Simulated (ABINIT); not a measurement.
# NaH (Fm-3m): a self-consistent loop beyond G0W0, cycle by cycle

How far does self-consistency move the gap of NaH (Fm-3m)?

Calculated with ABINIT 10.8.3; PBE and many-body steps on it, plane waves.

## 1. The starting structure

It takes space group Fm-3m (No. 225, cubic). Conventional cell: a = 4.773 Å, b = 4.773 Å, c = 4.773 Å, α = 90.00°, β = 90.00°, γ = 90.00°. Na has 6 H at 2.39 Å nearest. Nearest to H lie 6 Na at 2.39 Å. Farther neighbours are not listed.

The cell and positions are those that the Materials Project relaxed with its own functionals (PBE, PBE+U or r2SCAN), kept fixed.

## 2. Empty states on the mesh, 4×4×4 mesh, 42 bands

This step: ABINIT 10.8.3; DFT, PBE, plane waves, norm-conserving pseudopotentials.

The sums over transitions need many empty states on a uniform mesh; this step solves for them.

Input file run.abi:

```
acell 3*1.0 Angstrom
rprim 
  -0.000000000000 2.386421665200 2.386421665200
  2.386421665200 -0.000000000000 2.386421665200
  2.386421665200 2.386421665200 -0.000000000000
ntypat 2
znucl 11 1
natom 2
typat 1 2
xred 
  0.000000000000 0.000000000000 0.000000000000
  0.500000000000 0.500000000000 0.500000000000
pp_dirpath "pseudos"
pseudos "Na.upf, H.upf"
ecut 38
ngkpt 4 4 4
nshiftk 1
shiftk 0 0 0
kptopt 1
chksymbreak 0
iscf -2
irdden 1
istwfk *1
nband 42
nbdbuf 4
tolwfr 1e-09
nstep 60
prtvol 0
indata_prefix "in"
outdata_prefix "out"
tmpdata_prefix "tmp"
```

The run is started by

```console
OMP_NUM_THREADS=1 mpirun -n 4 abinit run.abi > log
```

Numbers of over 12 decimals in the logs are rounded to 6 here.

Log:

```text
.Version 10.8.3 of ABINIT. v10.8.2 released Aug 2026.

 Symmetries : space group Fm -3 m (#225); Bravais cF (face-center cubic)
[... echo of the input left out ...]
== DATASET  1 ==================================================================
-   mpi_nproc: 4, omp_nthreads: 1 (-1 if OMP is not activated)

--- !DatasetInfo
iteration_state: {dtset: 1, }
dimensions: {natom: 2, nkpt: 8, mband: 42, nsppol: 1, nspinor: 1, nspden: 1, mpw: 2085, }
cutoff_energies: {ecut:  38.0, pawecutdg:  -1.0, }
[...]
1.75410    1.75410    1.75410    1.75862    1.82764    1.82764    1.82764    2.20509
   2.20509    2.33150    2.33150    2.33150    2.42410    2.42410    2.42410    2.47239
   2.47239    2.47789
 prteigrs : prtvol=0 or 1, do not print more k-points.

== END DATASET(S) ==============================================================
================================================================================

 -outvars: echo values of variables after computation  --------
            nband          42
             nkpt           8
          spgroup         225
 [... the other variables as echoed above ...]

 Calculation completed.
```

Wall time 4.4 s (4 MPI ranks of Arm Neoverse V1, shared host); peak memory 0.24 GiB; 17 s of CPU time.

This step gave:

```
gap                                                           : 3.829 eV
k of the valence top                                          : -0.25, 0.5, 0.25
k of the conduction bottom                                    : 0.5, 0, 0
least direct gap                                              : 4.708 eV
k points computed                                             : 8
lowest point of the top converged band, above the valence top : 61.1696 eV
```

On this mesh the gap is 3.829 eV.

The density comes from a self-consistent run that is not shown.

## 3. Screening, 4×4×4 mesh, 38 bands, screening to 130.6 eV

The RPA dielectric matrix is built and inverted for each q.

This step: RPA screening on PBE, plane waves, norm-conserving pseudopotentials.

run.abi: that of step 2 with these lines changed.

```diff
@@ -20,10 +20,11 @@
 chksymbreak 0
-iscf -2
-irdden 1
 istwfk *1
-nband 42
-nbdbuf 4
-tolwfr 1e-09
-nstep 60
-prtvol 0
+occopt 1
+irdwfk 1
+optdriver 3
+nband 38
+ecuteps 4.8
+inclvkb 2
+awtr 1
+symchi 1
 indata_prefix "in"
```

Log:

```text
.Version 10.8.3 of ABINIT. v10.8.2 released Aug 2026.

 Symmetries : space group Fm -3 m (#225); Bravais cF (face-center cubic)
[... echo of the input left out ...]
== DATASET  1 ==================================================================
-   mpi_nproc: 4, omp_nthreads: 1 (-1 if OMP is not activated)

--- !DatasetInfo
iteration_state: {dtset: 1, }
dimensions: {natom: 2, nkpt: 8, mband: 38, nsppol: 1, nspinor: 1, nspden: 1, mpw: 2085, }
cutoff_energies: {ecut:  38.0, pawecutdg:  -1.0, }
electrons: {nelect:   1.00000000E+01, charge:   0.00000000E+00, occopt:   1.00000000E+00, tsmear:   1.00000000E-02, }

 SCREENING: Calculation of the susceptibility and dielectric matrices

 Based on a program developped by R.W. Godby, V. Olevano, G. Onida, and L. Reining.
 Incorporated in ABINIT by V. Olevano, G.-M. Rignanese, and M. Torrent.
.Using double precision arithmetic ; gwpc =  8

[... cell and pseudopotentials left out ...]
--------------------------------------------------------------------------------

 ==== K-mesh for the wavefunctions ====
 Number of points in the irreducible wedge :     8
[... list of points left out ...]
 Together with 48 symmetry operations and time-reversal symmetry
 yields    64 points in the full Brillouin Zone.

 ==== Q-mesh for the screening function ====
 Number of points in the irreducible wedge :     8
[... list of points left out ...]
 Together with 48 symmetry operations and time-reversal symmetry
 yields    64 points in the full Brillouin Zone.

 setmesh: FFT mesh size selected  =    24x   24x   24
          total number of points  =        13824

 vcoul_init : cutoff-mode = AUXILIARY_FUNCTION
 q-points for optical limit:   1
     1)      0.000010    0.000020    0.000030

- screening: taking advantage of time-reversal symmetry
- Maximum band index for partially occupied states nbvw = 5
- Remaining bands to be divided among processors   nbcw = 33
- Number of bands treated by each node ~8

 Number of electrons calculated from density =   10.0000; Expected =   10.0000
 average of density, n =  0.054517
 r_s =    1.6360
 omega_plasma =   22.5228 [eV]

 calculating chi0 at frequencies [eV] :
  1    0.000000E+00    0.000000E+00
  2    0.000000E+00    2.252276E+01

--------------------------------------------------------------------------------
  q-point number  1        q = ( 0.000000, 0.000000, 0.000000) [r.l.u.]
--------------------------------------------------------------------------------
[... chi0 elements left out ...]
 For q-point:  0.000010 0.000020 0.000030
  dielectric constant =   2.8838
  dielectric constant without local fields =   3.1910

  Average fulfillment of the sum rule on Im[epsilon] for q-point    1 :     41.38  [%]
[... wings left out ...]
  q-point number  2        q = ( 0.250000, 0.000000, 0.000000) [r.l.u.]
--------------------------------------------------------------------------------
[... chi0 elements left out ...]
  Average fulfillment of the sum rule on Im[epsilon] for q-point    2 :     53.78  [%]

 [... 6 further q-points ...]
```

Wall time 3.9 s (4 MPI ranks); peak memory 0.38 GiB.

This step gave:

```yaml
eps_infinity_with_local_fields_on_this_mesh_along_the_program_s_q_direction: 2.884
the_same_without_local_fields: 3.191
plasma_frequency: 22.52 eV
plane_waves_in_the_screening_matrix: 89
```

Local fields lower ε∞ by 10 %. On a Γ-centred mesh this coarse the value itself is usually too large, while a short band sum pulls it down.

## 4. G0W0

The self-energy is evaluated for the states that the input lists, and the levels follow from it, in one-shot runs by the linearised quasiparticle equation.

This step: G0W0 on PBE, plane waves, norm-conserving pseudopotentials.

run.abi: that of step 3 with these lines changed.

```diff
@@ -23,8 +23,19 @@
 irdwfk 1
-optdriver 3
+optdriver 4
 nband 38
+gwcalctyp 0
+ecutsigx 38
+symsigma 1
+nkptgw 3
+kptgw 
+  -0.2500000000 0.5000000000 0.2500000000
+  0.5000000000 0.0000000000 0.0000000000
+  0.0000000000 0.0000000000 0.0000000000
+bdgw 
+  4 7
+  3 7
+  2 9
 ecuteps 4.8
-inclvkb 2
-awtr 1
-symchi 1
+irdscr 1
+ppmodel 1
 indata_prefix "in"
```

Log:

```text
.Version 10.8.3 of ABINIT. v10.8.2 released Aug 2026.

 Symmetries : space group Fm -3 m (#225); Bravais cF (face-center cubic)
[... echo of the input left out ...]
== DATASET  1 ==================================================================
-   mpi_nproc: 4, omp_nthreads: 1 (-1 if OMP is not activated)

--- !DatasetInfo
iteration_state: {dtset: 1, }
dimensions: {natom: 2, nkpt: 8, mband: 38, nsppol: 1, nspinor: 1, nspden: 1, mpw: 2085, }
cutoff_energies: {ecut:  38.0, pawecutdg:  -1.0, }
electrons: {nelect:   1.00000000E+01, charge:   0.00000000E+00, occopt:   1.00000000E+00, tsmear:   1.00000000E-02, }

 SIGMA: Calculation of the GW corrections

 Based on a program developped by R.W. Godby, V. Olevano, G. Onida, and L. Reining.
 Incorporated in ABINIT by V. Olevano, G.-M. Rignanese, and M. Torrent.
.Using double precision arithmetic ; gwpc =  8

[... cell and pseudopotentials left out ...]
--------------------------------------------------------------------------------

 ==== K-mesh for the wavefunctions ====
 Number of points in the irreducible wedge :     8
[... list of points left out ...]
 Together with 48 symmetry operations and time-reversal symmetry
 yields    64 points in the full Brillouin Zone.

 ==== Q-mesh for screening function ====
 Number of points in the irreducible wedge :     8
[... list of points left out ...]
 Together with 48 symmetry operations and time-reversal symmetry
 yields    64 points in the full Brillouin Zone.

 vcoul_init : cutoff-mode = AUXILIARY_FUNCTION
 q-points for optical limit:   1
     1)      0.000010    0.000020    0.000030
 setmesh: FFT mesh size selected  =    36x   36x   36
          total number of points  =        46656

 Number of electrons calculated from density =   10.0000; Expected =   10.0000
 average of density, n =  0.054517
 r_s =    1.6360
 omega_plasma =   22.5228 [eV]

 === KS Band Gaps ===
  >>>> For spin  1
   Minimum direct gap =   4.7080 [eV], located at k-point      :   0.5000  0.0000  0.0000
   Fundamental gap    =   3.8291 [eV], Top of valence bands at :  -0.2500  0.5000  0.2500
                                       Bottom of conduction at :   0.5000  0.0000  0.0000
 SIGMA fundamental parameters:
 PLASMON POLE MODEL  1
 number of plane-waves for SigmaX                 2085
 number of plane-waves for SigmaC and W             89
 number of plane-waves for wavefunctions          2085
 number of bands                                    38
 number of independent spin polarizations            1
 number of spinorial components                      1
 number of k-points in IBZ                           8
 number of q-points in IBZ                           8
 number of symmetry operations                      48
 number of k-points in BZ                           64
 number of q-points in BZ                           64
 number of frequencies for dSigma/dE                 9
 frequency step for dSigma/dE [eV]                0.25
 number of omega for Sigma on real axis              0
 max omega for Sigma on real axis  [eV]           0.00
 zcut for avoiding poles [eV]                     0.10

 EPSILON^-1 parameters (SCR file):
 dimension of the eps^-1 matrix on file             89
 dimension of the eps^-1 matrix used                89
 number of plane-waves for wavefunctions          2085
 number of bands                                    38
 number of q-points in IBZ                           8
 number of frequencies                               2
 number of real frequencies                          1
 number of imag frequencies                          1

 matrix elements of self-energy operator (all in [eV])

 Perturbative Calculation

--- !SelfEnergy_ee
iteration_state: {dtset: 1, }
kpoint     : [  -0.250,    0.500,    0.250, ]
spin       : 1
KS_gap     :    6.132
QP_gap     :    8.387
Delta_QP_KS:    2.254
data: !SigmaeeData |
     Band     E0 <VxcDFT>   SigX SigC(E0)      Z dSigC/dE  Sig(E)    E-E0       E
        4 -22.617 -29.035 -40.946   5.582   0.805  -0.242 -34.132  -5.097 -27.714
        5  -0.504 -10.693 -14.267   1.737   0.770  -0.299 -12.107  -1.414  -1.918
        6   5.628  -7.523  -3.223  -3.276   0.820  -0.219  -6.683   0.840   6.469
        7   5.628  -7.523  -3.223  -3.276   0.820  -0.219  -6.683   0.840   6.469

--- !SelfEnergy_ee
iteration_state: {dtset: 1, }
kpoint     : [   0.500,    0.000,    0.000, ]
spin       : 1
KS_gap     :    4.708
QP_gap     :    6.944
Delta_QP_KS:    2.236
data: !SigmaeeData |
     Band     E0 <VxcDFT>   SigX SigC(E0)      Z dSigC/dE  Sig(E)    E-E0       E
        3 -22.592 -29.105 -41.016   5.600   0.807  -0.239 -34.198  -5.093 -27.685
        4 -22.592 -29.105 -41.016   5.600   0.807  -0.239 -34.198  -5.093 -27.685
[...]
--- !SelfEnergy_ee
iteration_state: {dtset: 1, }
kpoint     : [   0.000,    0.000,    0.000, ]
spin       : 1
KS_gap     :   14.468
QP_gap     :   17.356
Delta_QP_KS:    2.889
data: !SigmaeeData |
     Band     E0 <VxcDFT>   SigX SigC(E0)      Z dSigC/dE  Sig(E)    E-E0       E
[...]
7  15.444  -6.474  -1.257  -4.562   0.851  -0.176  -5.917   0.557  16.001
        8  15.444  -6.474  -1.257  -4.562   0.851  -0.176  -5.917   0.557  16.001
        9  15.444  -6.474  -1.257  -4.562   0.851  -0.176  -5.917   0.557  16.001

== END DATASET(S) ==============================================================
================================================================================

 -outvars: echo values of variables after computation  --------
           etotal      0.0000000000E+00
            nband          38
             nkpt           8
          spgroup         225
 [... the other variables as echoed above ...]

 Calculation completed.
```

Elapsed: 3.2 s, on 4 MPI ranks; peak memory 0.44 GiB; 13 s of CPU time.

This step gave:

```yaml
g0w0_gap_on_the_points_computed: 5.98 eV
starting_gap_on_the_mesh: 3.829 eV
k_of_the_valence_top: -0.25, 0.5, 0.25
k_of_the_conduction_bottom: 0.5, 0, 0
z_at_the_valence_top: 0.77
z_at_the_conduction_bottom: 0.83
least_direct_g0w0_gap_on_the_computed_points: 6.944 eV
```

The gap on the mesh goes from 3.83 eV to 5.98 eV, a correction of +2.15 eV.

## 5. evGW0, cycle 1

This step: evGW0 on PBE, plane waves, norm-conserving pseudopotentials.

run.abi: that of step 4 with these lines changed.

```diff
@@ -25,14 +25,24 @@
 nband 38
-gwcalctyp 0
+gwcalctyp 10
 ecutsigx 38
 symsigma 1
-nkptgw 3
+nkptgw 8
 kptgw 
+  0.0000000000 0.0000000000 0.0000000000
+  0.2500000000 0.0000000000 0.0000000000
+  0.5000000000 0.0000000000 0.0000000000
+  0.2500000000 0.2500000000 0.0000000000
+  0.5000000000 0.2500000000 0.0000000000
+  -0.2500000000 0.2500000000 0.0000000000
+  0.5000000000 0.5000000000 0.0000000000
   -0.2500000000 0.5000000000 0.2500000000
-  0.5000000000 0.0000000000 0.0000000000
-  0.0000000000 0.0000000000 0.0000000000
 bdgw 
-  4 7
-  3 7
-  2 9
+  1 9
+  1 9
+  1 9
+  1 9
+  1 9
+  1 9
+  1 9
+  1 9
 ecuteps 4.8
```

Log:

```text
.Version 10.8.3 of ABINIT. v10.8.2 released Aug 2026.

 Symmetries : space group Fm -3 m (#225); Bravais cF (face-center cubic)
[... echo of the input left out ...]
== DATASET  1 ==================================================================
-   mpi_nproc: 4, omp_nthreads: 1 (-1 if OMP is not activated)

--- !DatasetInfo
iteration_state: {dtset: 1, }
dimensions: {natom: 2, nkpt: 8, mband: 38, nsppol: 1, nspinor: 1, nspden: 1, mpw: 2085, }
cutoff_energies: {ecut:  38.0, pawecutdg:  -1.0, }
electrons: {nelect:   1.00000000E+01, charge:   0.00000000E+00, occopt:   1.00000000E+00, tsmear:   1.00000000E-02, }

 SIGMA: Calculation of the GW corrections

 Based on a program developped by R.W. Godby, V. Olevano, G. Onida, and L. Reining.
 Incorporated in ABINIT by V. Olevano, G.-M. Rignanese, and M. Torrent.
.Using double precision arithmetic ; gwpc =  8

[... cell and pseudopotentials left out ...]
--------------------------------------------------------------------------------

 ==== K-mesh for the wavefunctions ====
 Number of points in the irreducible wedge :     8
[... list of points left out ...]
 Together with 48 symmetry operations and time-reversal symmetry
 yields    64 points in the full Brillouin Zone.

 ==== Q-mesh for screening function ====
 Number of points in the irreducible wedge :     8
[... list of points left out ...]
 Together with 48 symmetry operations and time-reversal symmetry
 yields    64 points in the full Brillouin Zone.

 vcoul_init : cutoff-mode = AUXILIARY_FUNCTION
 q-points for optical limit:   1
     1)      0.000010    0.000020    0.000030
 setmesh: FFT mesh size selected  =    36x   36x   36
          total number of points  =        46656

 Number of electrons calculated from density =   10.0000; Expected =   10.0000
[...]
QP_gap     :    7.140
Delta_QP_KS:    2.247
data: !SigmaeeData |
     Band     E_DFT   <VxcDFT>   E(N-1)  <Hhartree>   SigX  SigC[E(N-1)]    Z     dSigC/dE  Sig[E(N)]  DeltaE  E(N)_pert E(N)_diago
[...]
--- !SelfEnergy_ee
iteration_state: {dtset: 1, }
kpoint     : [  -0.250,    0.500,    0.250, ]
spin       : 1
KS_gap     :    6.132
QP_gap     :    8.387
Delta_QP_KS:    2.254
data: !SigmaeeData |
     Band     E_DFT   <VxcDFT>   E(N-1)  <Hhartree>   SigX  SigC[E(N-1)]    Z     dSigC/dE  Sig[E(N)]  DeltaE  E(N)_pert E(N)_diago
[...]
8     8.097    -8.117     8.097    16.213    -3.288    -3.587     0.817    -0.225    -7.102     1.014     9.111     9.339
        9    16.316    -9.703    16.316    26.019    -3.467    -4.843     0.871    -0.148    -8.490     1.214    17.530    17.709

 New Fermi energy :        3.439746E-02 Ha ,    9.360025E-01 eV
 New Exchange energy :    -6.925744E+00 Ha ,   -1.884591E+02 eV

 === QP Band Gaps ===
  >>>> For spin  1
   Minimum direct gap =   7.5583 [eV], located at k-point      :   0.5000  0.0000  0.0000
   Fundamental gap    =   6.5541 [eV], Top of valence bands at :  -0.2500  0.5000  0.2500
                                       Bottom of conduction at :   0.5000  0.0000  0.0000

 writing QP data on file : out_QPS

 Convergence of QP corrections
 >>>>> For spin  1 <<<<<
.  kptgw no:  1; Maximum DeltaE = (  -9.006   2.067) for band index:  1
.  kptgw no:  2; Maximum DeltaE = (  -9.076   2.215) for band index:  1
.  kptgw no:  3; Maximum DeltaE = (  -9.645   2.411) for band index:  1
[...]
.  kptgw no:  7; Maximum DeltaE = (  -9.190   2.303) for band index:  1
.  kptgw no:  8; Maximum DeltaE = (  -9.127   2.252) for band index:  1

== END DATASET(S) ==============================================================
================================================================================

 -outvars: echo values of variables after computation  --------
           etotal      0.0000000000E+00
            nband          38
             nkpt           8
          spgroup         225
 [... the other variables as echoed above ...]

 Calculation completed.
```

Run time: 11 s. Hardware: 4 MPI ranks; peak memory 0.61 GiB.

Numbers from this step:

* quasiparticle gap on the mesh: 6.554 eV
* gap of the density functional on the mesh: 3.829 eV
* k of the valence top: -0.25, 0.5, 0.25
* k of the conduction bottom: 0.5, 0, 0
* Z at the valence top: 0.77
* Z at the conduction bottom: 0.83
* least direct quasiparticle gap on the computed points: 7.558 eV

Against G0W0 in ABINIT (4×4×4 mesh, 38 bands, screening to 130.6 eV, Godby-Needs plasmon pole), the gap moves by +0.574 eV. This first cycle still uses the starting levels; it takes the full correction, at all points of the mesh, and its linearised value is 5.980 eV.

## 6. evGW0, cycle 2

The corrected levels of the last cycle go back in.

run.abi: that of step 5 with these lines changed.

```diff
@@ -50,2 +50,3 @@
 ppmodel 1
+irdqps 1
 indata_prefix "in"
```

Log:

```text
.Version 10.8.3 of ABINIT. v10.8.2 released Aug 2026.

 Symmetries : space group Fm -3 m (#225); Bravais cF (face-center cubic)
[... echo of the input left out ...]
== DATASET  1 ==================================================================
-   mpi_nproc: 4, omp_nthreads: 1 (-1 if OMP is not activated)

--- !DatasetInfo
iteration_state: {dtset: 1, }
dimensions: {natom: 2, nkpt: 8, mband: 38, nsppol: 1, nspinor: 1, nspden: 1, mpw: 2085, }
cutoff_energies: {ecut:  38.0, pawecutdg:  -1.0, }
[...]
.  kptgw no:  3; Maximum DeltaE = ( -13.328   3.535) for band index:  1
[...]
.  kptgw no:  7; Maximum DeltaE = (  -9.923   4.120) for band index:  1
.  kptgw no:  8; Maximum DeltaE = ( -10.315   4.648) for band index:  1

== END DATASET(S) ==============================================================
================================================================================

 -outvars: echo values of variables after computation  --------
           etotal      0.0000000000E+00
            nband          38
             nkpt           8
          spgroup         225
 [... the other variables as echoed above ...]

 Calculation completed.
```

Elapsed: 11 s, on 4 MPI ranks; peak memory 0.61 GiB.

This step gave:

* quasiparticle gap on the mesh: 6.380 eV
* gap of the density functional on the mesh: 3.829 eV
* k of the valence top: -0.25, 0.5, 0.25
* k of the conduction bottom: 0.5, 0, 0
* least direct quasiparticle gap on the computed points: 7.373 eV

Against the cycle before, the gap moves by −0.174 eV.

[end of part 1 of 3]

[Paths, hosts, dates, memory and timing lines, banners, echoed tables and standing remarks are left out of the program output.]

[Logs are printed without paths, hosts, clocks, repeated set-up lines and the standing remarks that a program may print on its own settings, such as how far it seeks lower states.]

[Runs of the session that timed out or met a known fault of the program may be left out.]

[Hosts, paths, dates, database ids (printed as entryN), source tags and the programs' standing remarks are cut or masked in the printed files.]

[G0W0 gaps are taken among the corrected bands and points alone; a level outside them can change the order at an edge.]

[Where Ansatz stands beside ABINIT at settings called matched, ABINIT's density can come from a denser mesh and the files from another edition; pairs whose starting gaps differed by over 0.03 eV were left out, so agreement reads better than it is.]
